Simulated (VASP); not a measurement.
# Cu (P6_3/mmc) in VASP: single point with LDA

Aim: the single point of Cu with LDA.

Everything below comes from runs of VASP 6.6.1. Logs are shortened: lines on timing, memory, paths and dates and some standing lists are left out, and cuts for length are marked.

**1. The cell of the first run**

It takes space group P6_3/mmc (No. 194, hexagonal). Conventional cell: a = 2.469 Å, b = 2.469 Å, c = 8.309 Å, α = 90.00°, β = 90.00°, γ = 120.00°. Around Cu (site symmetry -3m) lie 12 Cu at 2.47 to 2.52 Å. Cu (site symmetry -6m2) is surrounded by 12 Cu at 2.47 to 2.52 Å.

This isn't the form of Cu at room conditions, which is fcc.

**2. Single point, LDA (functional LDA, strained and moved within the space group)**

Contents of INCAR:

```
ALGO     = Fast           # electronic algorithm
EDIFF    = 1E-7           # SCF threshold, eV
ENCUT    = 520            # plane-wave cutoff, eV
GGA      = CA             # functional
ISIF     = 2              # what is computed and relaxed
ISMEAR   = 0              # smearing method
LASPH    = T              # aspherical terms in the spheres
LCHARG   = T              # write CHGCAR
LELF     = T              # ELF
LREAL    = F              # projectors in reciprocal space
LVHAR    = T            
LWAVE    = F              # write WAVECAR
NBANDS   = 30             # bands
NELM     = 100            # most SCF steps
PREC     = Accurate       # precision mode
SIGMA    = 0.1            # smearing width, eV
```

Contents of KPOINTS:

```
k-points
0
Gamma
  18 18 6
```

Contents of POSCAR:

```
Cu
1.0
    2.4692664609      0.0000000000      0.0000000000
   -1.2346332305      2.1384474838      0.0000000000
    0.0000000000      0.0000000000      8.3089074260
Cu
4
Direct
    0.0000000000      0.0000000000      0.0000000000
    0.3333333300      0.6666666700      0.2500000000
    0.0000000000      0.0000000000      0.5000000000
    0.6666666700      0.3333333300      0.7500000000
```

Potentials or basis: VASP PAW LDA potentials, release 64 (Cu).

Launch:

```console
$ cat potpaw_LDA.64/Cu/POTCAR > POTCAR
$ mpirun -np 1 vasp_std > vasp.out
```

OUTCAR:

```text
EDIFF = 1E-7
   ENCUT = 520
   GGA = CA
   ISIF = 2
   ISMEAR = 0
   LASPH = T
   LREAL = F
   NELM = 100
   PREC = Accurate

 ion  position               nearest neighbor table
   1  0.000  0.000  0.000-   2 2.52   4 2.52   2 2.52   4 2.52   4 2.52   2 2.52
   2  0.333  0.667  0.250-   1 2.52   3 2.52   1 2.52   3 2.52   1 2.52   3 2.52
   3  0.000  0.000  0.500-   2 2.52   4 2.52   2 2.52   4 2.52   4 2.52   2 2.52
   4  0.667  0.333  0.750-   1 2.52   3 2.52   1 2.52   3 2.52   1 2.52   3 2.52

  LATTYP: Found a hexagonal cell.
 ALAT       =     2.4692664609
 C/A-ratio  =     3.3649294467

  Lattice vectors:

 A1 = (   2.4692664609,   0.0000000000,   0.0000000000)
 A2 = (  -1.2346332305,   2.1384474838,   0.0000000000)
 A3 = (   0.0000000000,   0.0000000000,   8.3089074260)

Analysis of symmetry for initial positions (statically):
=====================================================================
 Subroutine PRICEL returns:
 Original cell was already a primitive cell.

 Routine SETGRP: Setting up the symmetry group for a
 hexagonal supercell.

 Subroutine GETGRP returns: Found 24 space group operations
 (whereof 12 operations were pure point group operations)
 out of a pool of 24 trial point group operations.

The static configuration has the point symmetry D_3d.
 The point group associated with its full space group is D_6h.

Analysis of symmetry for dynamics (positions and initial velocities):
=====================================================================
 Subroutine PRICEL returns:
 Original cell was already a primitive cell.

 Routine SETGRP: Setting up the symmetry group for a
 hexagonal supercell.

 Subroutine GETGRP returns: Found 24 space group operations
 (whereof 12 operations were pure point group operations)
 out of a pool of 24 trial point group operations.

The dynamic configuration has the point symmetry D_3d.
 The point group associated with its full space group is D_6h.

 Subroutine INISYM returns: Found 24 space group operations
 (whereof 12 operations are pure point group operations),
 and found     1 'primitive' translations

----------------------------------------------------------------------------------------

                                     Primitive cell

  volume of cell :      43.8743

  direct lattice vectors                    reciprocal lattice vectors
     2.469266461  0.000000000  0.000000000     0.404978570  0.233814486  0.000000000
    -1.234633231  2.138447484  0.000000000     0.000000000  0.467628973  0.000000000
     0.000000000  0.000000000  8.308907426     0.000000000  0.000000000  0.120352767

  length of vectors
     2.469266461  2.469266461  8.308907426     0.467628973  0.467628973  0.120352767

  position of ions in fractional coordinates (direct lattice)
     0.000000000  0.000000000  0.000000000
     0.333333330  0.666666670  0.250000000
     0.000000000  0.000000000  0.500000000
     0.666666670  0.333333330  0.750000000

  ion indices of the primitive-cell ions
   primitive index   ion index
                 1           1
                 2           2
                 3           3
                 4           4

----------------------------------------------------------------------------------------

 KPOINTS: k-points

Automatic generation of k-mesh.
 Grid dimensions read from file:
 generate k-points for:   18   18    6

 Generating k-lattice:

  Cartesian coordinates                     Fractional coordinates (reciprocal lattice)
     0.022498809  0.012989694  0.000000000     0.055555556  0.000000000  0.000000000
     0.000000000  0.025979387  0.000000000     0.000000000  0.055555556  0.000000000
     0.000000000  0.000000000  0.020058795     0.000000000  0.000000000  0.166666667

  Length of vectors
     0.025979387  0.025979387  0.020058795

  Shift w.r.t. Gamma in fractional coordinates (k-lattice)
     0.000000000  0.000000000  0.000000000

 Subroutine IBZKPT returns following result:
 ===========================================

 Found    148 irreducible k-points:

 Following reciprocal coordinates:
            Coordinates               Weight
  0.000000  0.000000  0.000000      1.000000
  0.055556  0.000000  0.000000      6.000000
  0.111111  0.000000  0.000000      6.000000
  0.166667 -0.000000  0.000000      6.000000
  0.222222 -0.000000  0.000000      6.000000
  0.277778  0.000000  0.000000      6.000000
[... 16 lines left out ...]
  0.333333  0.111111  0.000000     12.000000
  0.388889  0.111111  0.000000     12.000000
 [... further k-points ...]
   k-points           NKPTS =    148   k-points in BZ     NKDIM =    148   number of bands    NBANDS=     30
   number of dos      NEDOS =    301   number of ions     NIONS =      4
   total plane-waves  NPLWV =  20736
   dimension x,y,z NGX =    18 NGY =   18 NGZ =   64
   dimension x,y,z NGXF=    36 NGYF=   36 NGZF=  128
   ions per type =               4
   NGX,Y,Z   is equivalent  to a cutoff of  12.12, 12.12, 12.81 a.u.
   NGXF,Y,Z  is equivalent  to a cutoff of  24.24, 24.24, 25.61 a.u.
 SYSTEM =  unknown system
   PREC   = accura    normal or accurate (medium, high low for compatibility)
   ISTART =      0    job   : 0-new  1-cont  2-samecut
   ICHARG =      2    charge: 1-file 2-atom 10-const
   ISPIN  =      1    spin polarized calculation?
   LNONCOLLINEAR =      F non collinear calculations
   LSORBIT =      F    spin-orbit coupling
   LASPH  =      T    aspherical Exc in radial PAW
   ENCUT  =  520.0 eV  38.22 Ry    6.18 a.u.   4.59  4.59 15.45*2*pi/ulx,y,z
   NELM   =    100;   NELMIN=  2; NELMDL= -5     # of ELM steps
   EDIFF  = 0.1E-06   stopping-criterion for ELM
   LREAL  =      F    real-space projection
   EDIFFG = 0.1E-05   stopping-criterion for IOM
   NSW    =      0    number of steps for IOM
   IBRION =     -1    ionic relax: 0-MD 1-quasi-New 2-CG
   NFREE  =      0    steps in history (QN), initial steepest desc. (CG)
   ISIF   =      2    stress and relaxation
   ISYM   =      2    0-nonsym 1-usesym 2-fastsym
   POTIM  = 0.5000    time-step for ionic-motion
   TEBEG  =    0.0;   TEEND  =   0.0 temperature during run
   PSTRESS=    0.0 pullay stress
   NELECT =      44.0000    total number of electrons
   NUPDOWN=      -1.0000    fix difference up-down
   EMIN   =  10.00;   EMAX   =-10.00  energy-range for DOS
   EFERMI =   0.00;   METHOD = LEGACY
   ISMEAR =     0;   SIGMA  =   0.10  broadening in eV -4-tet -1-fermi 0-gaus
   EFERMI_NEDOS =   21; number of points for ismear=-14 and -15
   IALGO  =     68    algorithm
   IMIX   =      4    mixing-type and parameters
     AMIX     =   0.40;   BMIX     =  1.00
     AMIX_MAG =   1.60;   BMIX_MAG =  1.00
  volume/ion in A,a.u.               =      10.97        74.02
  Fermi-wavevector in a.u.,A,eV,Ry     =   1.638660  3.096619 36.534462  2.685207
  Thomas-Fermi vector in A             =   2.729596
   LORBIT       =      0    0 simple, 1 ext, 2 COOP (PROOUT), +10 PAW based schemes
   GGA     = CA    functional components
   LHFCALC =     F    Hartree Fock is set to
   AEXX    =    0.0000 exact exchange contribution
   IVDW    =     0    specifies the selected vdW correction
   LEPSILON=     F    determine dielectric tensor
   LRPA    =     F    only Hartree local field effects (RPA)
 non-spin polarized calculation
 RMM-DIIS sequential band-by-band and
 Gauss-broadening in eV      SIGMA  =   0.10
  energy-cutoff  :      520.00
  volume of cell :       43.87
 maximum number of plane-waves:      1206
   NGX =  9   NGY =  9   NGZ = 31

 number of electron      43.9999949 magnetization

 Free energy of the ion-electron system (eV)
  ---------------------------------------------------
  ext. energy  EPLUGINS =         0.00000000
  ---------------------------------------------------
  free energy    TOTEN  =       -18.79694520 eV

  energy without entropy =      -18.78943551  energy(sigma->0) =      -18.79319035

 E-fermi :   8.2581     XC(G=0): -13.5396

 val. band max:        8.2554587965   @ k =   0.3333   0.1667   0.5000
 cond. band min:       8.2622208125   @ k =   0.2778   0.0556   0.3333
 fundamental gap:      0.0067620160
 Fermi energy:         8.2581163613

 k-point     1 :       0.0000    0.0000    0.0000
  band No.  band energies     occupation
      1      -1.6228      2.00000
      2       0.5028      2.00000
      3       0.5129      2.00000
      4       2.6789      2.00000
      5       4.6425      2.00000
      6       4.6432      2.00000
[... 22 lines left out ...]
     29      31.0790      0.00000
     30      31.8926      0.00000

 k-point     2 :       0.0556    0.0000    0.0000
  band No.  band energies     occupation
      1      -1.5149      2.00000
      2       0.5997      2.00000
      3       0.6097      2.00000
      4       2.7476      2.00000
      5       4.6000      2.00000
      6       4.6211      2.00000
[... 22 lines left out ...]
     29      30.3439      0.00000
     30      30.5434      0.00000

 k-point     3 :       0.1111    0.0000    0.0000
  band No.  band energies     occupation
      1      -1.1948      2.00000
      2       0.8829      2.00000
      3       0.8926      2.00000
      4       2.9417      2.00000
      5       4.4957      2.00000
      6       4.5650      2.00000
[... 22 lines left out ...]
     29      28.2286      0.00000
     30      28.2382      0.00000

 k-point     4 :       0.1667   -0.0000    0.0000
  band No.  band energies     occupation
      1      -0.6739      2.00000
      2       1.3257      2.00000
      3       1.3347      2.00000
      4       3.2200      2.00000
      5       4.3732      2.00000
      6       4.4815      2.00000
[... 22 lines left out ...]
     29      25.5826      0.00000
     30      25.6240      0.00000

 k-point     5 :       0.2222   -0.0000    0.0000
  band No.  band energies     occupation
      1       0.0245      2.00000
      2       1.8671      2.00000
      3       1.8751      2.00000
      4       3.4930      2.00000
      5       4.2710      2.00000
      6       4.3161      2.00000
[... 22 lines left out ...]
     29      22.9710      0.00000
     30      23.1721      0.00000
[... 526 lines left out ...]
     29      21.6234      0.00000
     30      22.8659      0.00000

 k-point    22 :       0.2778    0.1111    0.0000
  band No.  band energies     occupation
      1       1.9793      2.00000
      2       2.9255      2.00000
      3       2.9472      2.00000
      4       3.7164      2.00000
      5       3.9377      2.00000
      6       4.1477      2.00000
[... 22 lines left out ...]
     29      20.8108      0.00000
     30      23.0230      0.00000

 k-point    23 :       0.3333    0.1111    0.0000
  band No.  band energies     occupation
      1       2.6644      2.00000
      2       3.0530      2.00000
      3       3.1542      2.00000
      4       3.6207      2.00000
      5       3.9121      2.00000
      6       4.0272      2.00000
[... 22 lines left out ...]
     29      20.1795      0.00000
     30      21.8438      0.00000

 k-point    24 :       0.3889    0.1111    0.0000
  band No.  band energies     occupation
      1       2.9463      2.00000
      2       3.0730      2.00000
      3       3.3396      2.00000
      4       3.5841      2.00000
      5       3.8948      2.00000
      6       3.9706      2.00000
[... 22 lines left out ...]
     29      19.6773      0.00000
     30      20.0628      0.00000

 [... further k-points ...]

------------------------ aborting loop because EDIFF is reached ----------------------------------------

  FORCE on cell =-STRESS in cart. coord.  units (eV):
  Direction    XX          YY          ZZ          XY          YZ          ZX
  --------------------------------------------------------------------------------------
  -------------------------------------------------------------------------------------
  Total        0.5053833      0.5053833     -1.1096292     -0.0000000      0.0000000      0.0000000
  in kB       18.4552939     18.4552939    -40.5207986     -0.0000000      0.0000000      0.0000000
  external PRESSURE =      -1.2034036 kB  Pullay stress =       0.0000000 kB

 VOLUME and BASIS-vectors are now :
 -----------------------------------------------------------------------------
  energy-cutoff  :      520.00
  volume of cell :       43.87
      direct lattice vectors                 reciprocal lattice vectors
     2.469266461  0.000000000  0.000000000     0.404978570  0.233814486  0.000000000
    -1.234633231  2.138447484  0.000000000     0.000000000  0.467628973  0.000000000
     0.000000000  0.000000000  8.308907426     0.000000000  0.000000000  0.120352767

 POSITION                                       TOTAL-FORCE (eV/Angst)
 -----------------------------------------------------------------------------------
      0.00000      0.00000      0.00000        -0.000000      0.000000     -0.000000
     -0.00000      1.42563      2.07723         0.000000     -0.000000     -0.000000
      0.00000      0.00000      4.15445        -0.000000      0.000000     -0.000000
      1.23463      0.71282      6.23168        -0.000000      0.000000      0.000000
 -----------------------------------------------------------------------------------
    total drift:                                0.000000      0.000000      0.000000

  FREE ENERGIE OF THE ION-ELECTRON SYSTEM (eV)
  ---------------------------------------------------
  free  energy   TOTEN  =       -18.7969452002 eV

  energy  without entropy=      -18.7894355055  energy(sigma->0) =      -18.79319035
```

Wall time 3.3 min (1 thread of Intel Xeon Platinum 8259CL at 2.50GHz (Skylake/Cascade Lake), shared host); peak memory 0.24 GiB.

What came out:

```
Free energy            : -18.7969 eV
Pressure               : -0.1 GPa
Band gap on the k mesh : none (metal or under the smearing width)
```
